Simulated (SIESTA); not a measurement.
Runs of SIESTA 5.4.2 on Al2Pt. It takes space group Fm-3m (No. 225, cubic). The conventional cell has a = 5.910 Å, b = 5.910 Å, c = 5.910 Å, α = 90.00°, β = 90.00°, γ = 90.00°. Pt (site symmetry m-3m) has 8 Al at 2.56 Å as nearest neighbours. Around Al (site symmetry -43m) lie 4 Pt at 2.56 Å. 

```tsv
level	potentials or basis	gap on the mesh (eV)	pressure (GPa)
AM05	PseudoDojo 0.4 standard (PBEsol files), DZP (energy shift 0.003 Ry; two zetas on semicore shells)	none	(b)
LDA	PseudoDojo 0.4 standard (LDA files), DZP (energy shift 0.003 Ry; two zetas on semicore shells)	none	-3.0
revPBE	PseudoDojo 0.4 standard (PBE files), DZP (energy shift 0.003 Ry; two zetas on semicore shells)	none	4.1
BLYP	PseudoDojo 0.4 standard (PBE files), DZP (energy shift 0.003 Ry; two zetas on semicore shells)	none	8.9
WC	PseudoDojo 0.4 standard (PBEsol files), DZP (energy shift 0.003 Ry; two zetas on semicore shells)	none	0.7
PW91	PseudoDojo 0.4 standard (PBE files), DZP (energy shift 0.003 Ry; two zetas on semicore shells)	none	(a)
RPBE	PseudoDojo 0.4 standard (PBE files), DZP (energy shift 0.003 Ry; two zetas on semicore shells)	none	4.4
PBEsol	PseudoDojo 0.4 standard (PBEsol files), DZP (energy shift 0.003 Ry; two zetas on semicore shells)	none	0.1
```

Alike in all rows: task single point; no spin polarisation; cell as given; k mesh 8 × 8 × 8; smearing fermi-dirac 0.05 eV; grid cutoff 800 Ry; energy shift 0.003 Ry.

Q: Estimate the missing entries.

A: (a) 3.8; (b) -0.6.

Caveats: short orbitals over semicore shells can move pressures by several GPa; the basis of atomic orbitals isn't converged, which shifts pressures, moduli and gaps; the potentials were made for another functional, which shifts forces and pressure (some runs).

A k mesh can miss the band edges, and the runs leave out spin-orbit coupling on Pt.

A gap of «none» marks a metal or a gap under the smearing width.

Runs at the PBE level aren't shown here.
